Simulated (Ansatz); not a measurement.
Band table of AgI

```
Ag I
1.0
     0.00000    3.23650    3.23650
     3.23650    0.00000    3.23650
     3.23650    3.23650    0.00000
Ag I
1 1
Direct
  0.00000 0.00000 0.00000
  0.75000 0.75000 0.75000
```

Atom numbers follow the list: Ag1, I2.

The cell is COD entry 9008829, as deposited and not checked against the literature; nothing was relaxed. It differs from other determinations.

Spin–orbit coupling is left out, though it moves levels of the heavy atoms by tenths of an eV or more.

All numbers below come from DFT, PBE, all-electron LAPW, scalar-relativistic (Ansatz 0.2.0).

Numerical set-up: a Γ-centred 7×7×7 k mesh, Fermi–Dirac smearing of 0.03 eV, basis error target 1 meV/atom, no spin polarisation.

Path points, in fractions of the reciprocal vectors: Γ (0.000, 0.000, 0.000), X (-0.500, -0.500, 0.000), U (-0.375, -0.375, 0.250), K (-0.375, 0.000, 0.375), L (0.000, 0.000, 0.500), W (-0.500, -0.250, 0.250). Levels in eV from the valence-band top; bands 14 to 25, counted from the lowest band of the run. The gap is 1.34 eV, direct at Γ.

```
# k(1/Å) point b14 b15 b16 b17 b18 b19 b20 b21 b22 b23 b24 b25
0.000 Γ -12.87 -4.28 -4.28 -4.28 -3.11 -3.11 0.00 0.00 0.00 1.34 5.75 5.75
0.121 - -12.85 -4.30 -4.27 -4.27 -3.12 -3.11 -0.23 -0.08 -0.08 1.62 5.56 5.86
0.243 - -12.81 -4.34 -4.23 -4.23 -3.14 -3.10 -0.65 -0.29 -0.29 2.21 5.14 6.17
0.364 - -12.75 -4.40 -4.17 -4.17 -3.16 -3.09 -1.09 -0.59 -0.59 2.85 4.69 6.64
0.485 - -12.67 -4.46 -4.08 -4.08 -3.18 -3.07 -1.50 -0.93 -0.93 3.40 4.29 7.23
0.607 - -12.60 -4.51 -3.98 -3.98 -3.17 -3.05 -1.88 -1.26 -1.26 3.73 3.99 7.46
0.728 - -12.53 -4.55 -3.88 -3.88 -3.13 -3.04 -2.22 -1.55 -1.55 3.73 3.89 7.83
0.849 - -12.48 -4.57 -3.80 -3.80 -3.05 -3.03 -2.50 -1.75 -1.75 3.63 3.86 8.30
0.971 X -12.47 -4.58 -3.77 -3.77 -3.02 -2.99 -2.64 -1.82 -1.82 3.59 3.85 8.53
1.014 - -12.47 -4.57 -3.77 -3.77 -3.02 -2.99 -2.65 -1.83 -1.81 3.61 3.86 8.50
1.056 - -12.47 -4.56 -3.77 -3.77 -3.03 -2.98 -2.67 -1.85 -1.79 3.66 3.91 8.42
1.099 - -12.47 -4.54 -3.78 -3.76 -3.03 -2.96 -2.71 -1.88 -1.76 3.71 4.01 8.31
1.142 - -12.47 -4.51 -3.80 -3.76 -3.04 -2.95 -2.77 -1.92 -1.71 3.76 4.16 8.17
1.185 - -12.47 -4.48 -3.82 -3.76 -3.05 -2.93 -2.84 -1.96 -1.66 3.80 4.36 8.03
1.228 - -12.47 -4.44 -3.83 -3.76 -3.06 -2.94 -2.88 -1.99 -1.60 3.85 4.58 7.90
1.271 - -12.47 -4.40 -3.86 -3.76 -3.07 -3.01 -2.86 -2.02 -1.52 3.89 4.80 7.79
1.314 U -12.48 -4.36 -3.88 -3.76 -3.09 -3.08 -2.83 -2.04 -1.45 3.93 5.01 7.70
1.388 - -12.48 -4.33 -3.90 -3.77 -3.14 -3.06 -2.81 -2.04 -1.42 4.01 5.11 7.43
1.462 - -12.48 -4.28 -3.95 -3.78 -3.17 -3.03 -2.80 -2.03 -1.44 4.20 5.20 6.91
1.537 - -12.48 -4.23 -4.01 -3.79 -3.18 -3.01 -2.79 -2.02 -1.46 4.42 5.26 6.46
1.611 - -12.48 -4.20 -4.04 -3.79 -3.18 -3.00 -2.78 -2.02 -1.47 4.54 5.28 6.27
1.685 - -12.48 -4.23 -4.01 -3.79 -3.18 -3.01 -2.79 -2.02 -1.46 4.42 5.26 6.46
1.760 - -12.48 -4.28 -3.95 -3.78 -3.17 -3.03 -2.80 -2.03 -1.44 4.20 5.20 6.91
1.834 - -12.48 -4.33 -3.90 -3.77 -3.14 -3.06 -2.81 -2.04 -1.42 4.01 5.11 7.43
1.908 K -12.48 -4.36 -3.88 -3.76 -3.09 -3.08 -2.83 -2.04 -1.45 3.93 5.01 7.70
2.037 - -12.50 -4.24 -3.95 -3.86 -3.19 -3.11 -2.72 -2.01 -1.18 4.03 5.41 7.22
2.166 - -12.53 -4.17 -4.06 -4.02 -3.13 -3.13 -2.57 -1.85 -0.90 3.98 5.57 6.53
2.294 - -12.59 -4.23 -4.13 -4.09 -3.15 -3.08 -2.30 -1.56 -0.64 3.72 5.79 5.94
2.423 - -12.66 -4.31 -4.15 -4.15 -3.15 -3.08 -1.89 -1.16 -0.40 3.30 5.52 6.10
2.552 - -12.74 -4.33 -4.20 -4.18 -3.14 -3.10 -1.40 -0.73 -0.22 2.78 5.34 6.15
2.680 - -12.81 -4.32 -4.24 -4.23 -3.13 -3.11 -0.85 -0.34 -0.09 2.20 5.40 5.94
2.809 - -12.85 -4.29 -4.27 -4.27 -3.12 -3.11 -0.30 -0.09 -0.02 1.64 5.62 5.80
2.938 Γ -12.87 -4.28 -4.28 -4.28 -3.11 -3.11 0.00 0.00 0.00 1.34 5.75 5.75
3.043 - -12.86 -4.29 -4.27 -4.27 -3.11 -3.11 -0.23 -0.03 -0.03 1.55 5.67 5.80
3.148 - -12.83 -4.30 -4.25 -4.25 -3.12 -3.12 -0.70 -0.11 -0.11 1.96 5.54 5.93
3.253 - -12.78 -4.32 -4.22 -4.22 -3.12 -3.12 -1.22 -0.23 -0.23 2.35 5.52 6.09
3.358 - -12.72 -4.33 -4.19 -4.19 -3.12 -3.12 -1.73 -0.37 -0.37 2.61 5.72 6.21
3.463 - -12.66 -4.31 -4.15 -4.15 -3.11 -3.11 -2.20 -0.51 -0.51 2.73 6.14 6.27
3.568 - -12.61 -4.28 -4.13 -4.13 -3.10 -3.10 -2.59 -0.63 -0.63 2.76 6.27 6.27
3.673 - -12.58 -4.23 -4.11 -4.11 -3.09 -3.09 -2.86 -0.71 -0.71 2.76 6.25 6.25
3.778 L -12.57 -4.21 -4.11 -4.11 -3.08 -3.08 -2.96 -0.74 -0.74 2.76 6.24 6.24
3.864 - -12.56 -4.20 -4.11 -4.10 -3.09 -3.08 -2.96 -0.82 -0.76 2.86 6.12 6.30
3.950 - -12.55 -4.18 -4.11 -4.07 -3.10 -3.08 -2.94 -1.03 -0.84 3.14 5.86 6.45
4.036 - -12.54 -4.17 -4.11 -4.01 -3.12 -3.08 -2.91 -1.30 -0.96 3.51 5.60 6.59
4.122 - -12.52 -4.17 -4.10 -3.92 -3.15 -3.07 -2.87 -1.58 -1.12 3.90 5.42 6.53
4.207 - -12.50 -4.19 -4.07 -3.84 -3.17 -3.05 -2.82 -1.82 -1.30 4.25 5.32 6.37
4.293 - -12.48 -4.20 -4.04 -3.79 -3.18 -3.00 -2.78 -2.02 -1.47 4.54 5.28 6.27
4.379 - -12.47 -4.21 -4.02 -3.77 -3.18 -2.93 -2.77 -2.14 -1.61 4.72 5.25 6.32
4.465 W -12.47 -4.22 -4.01 -3.77 -3.18 -2.89 -2.79 -2.18 -1.66 4.79 5.22 6.41
4.526 - -12.47 -4.25 -3.98 -3.77 -3.17 -2.88 -2.80 -2.17 -1.66 4.74 5.07 6.59
4.586 - -12.47 -4.31 -3.92 -3.77 -3.14 -2.87 -2.83 -2.12 -1.68 4.60 4.77 7.00
4.647 - -12.47 -4.38 -3.87 -3.77 -3.11 -2.87 -2.84 -2.06 -1.70 4.43 4.45 7.49
4.708 - -12.47 -4.45 -3.83 -3.77 -3.08 -2.91 -2.80 -1.99 -1.72 4.16 4.24 7.83
4.768 - -12.47 -4.50 -3.80 -3.77 -3.05 -2.94 -2.75 -1.92 -1.75 3.92 4.08 8.09
4.829 - -12.47 -4.54 -3.78 -3.77 -3.03 -2.97 -2.70 -1.87 -1.78 3.74 3.95 8.32
4.890 - -12.47 -4.57 -3.77 -3.77 -3.03 -2.98 -2.65 -1.83 -1.81 3.63 3.87 8.48
4.950 X -12.47 -4.58 -3.77 -3.77 -3.02 -2.99 -2.64 -1.82 -1.82 3.59 3.85 8.53
```
